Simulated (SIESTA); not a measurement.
NiO:

```
Ni O
1.0
     0.00000    2.08590    2.08590
     2.08590    0.00000    2.08590
     2.08590    2.08590    0.00000
Ni O
1 1
Cartesian
  0.0000 0.0000 0.0000
  2.0859 2.0859 2.0859
```

```yaml
Program: SIESTA 5.4.2
Task: relaxation of cell and atoms
Functional: vdW-DF2
Potentials_or_basis: PseudoDojo 0.4 standard (PBE files)
Basis: SZP (energy shift 0.002 Ry)
Grid_cutoff: 1200 Ry
Energy_shift: 0.002 Ry
k_mesh: 8 × 8 × 8
Occupations: fermi-dirac, width 0.05 eV
Spin: collinear spin, ferromagnetic start
Starting_moments: "[1.0, 0.0] μB"
Hubbard_terms: Ni d U = 7 eV
```

At the start: pressure 37.5 GPa; volume 9.08 Å³/atom.

Problem. Where does the relaxation end?

Solution. Over 5 steps the energy falls by 175.2 meV/atom and the volume is 10.82 Å³/atom (+19.2 %); space group Fm-3m (No. 225, to 0.05 Å); moment 2.00 μB per cell.

The path:
| step | energy change (eV) | largest force (eV/Å) | pressure (GPa) | volume (Å³) |
| --- | --- | --- | --- | --- |
| 1 | 0.0000 | 0.0000 | 37.54 | 18.15 |
| 2 | -0.0428 | 0.0000 | 34.34 | 18.34 |
| 3 | -0.3353 | 0.0000 | 6.06 | 20.79 |
| 4 | -0.3500 | 0.0000 | 0.98 | 21.49 |
| 5 | -0.3504 | 0.0000 | -0.05 | 21.63 |

Final structure:
```yaml
crystal:
  lattice:
    - [-0.00004, 2.21149, 2.21149]
    - [2.21149, -0.00004, 2.21149]
    - [2.21149, 2.21149, -0.00004]
  atoms:
    - { symbol: Ni, position: [0.00000, 0.00000, 0.00000] }
    - { symbol: O, position: [0.50000, 0.50000, 0.50000] }
```

Caveat: short orbitals over semicore shells can move pressures by several GPa; the volume moved by over 15 % at a fixed basis, so the end points are rough; the potentials were made for another functional, which shifts forces and pressure; the volume moved by +19 % from the deposited cell, more than functionals usually miss; the basis of atomic orbitals isn't converged, which shifts pressures, moduli and gaps; a cell with one magnetic atom can't hold antiferromagnetic order, which such compounds often take.
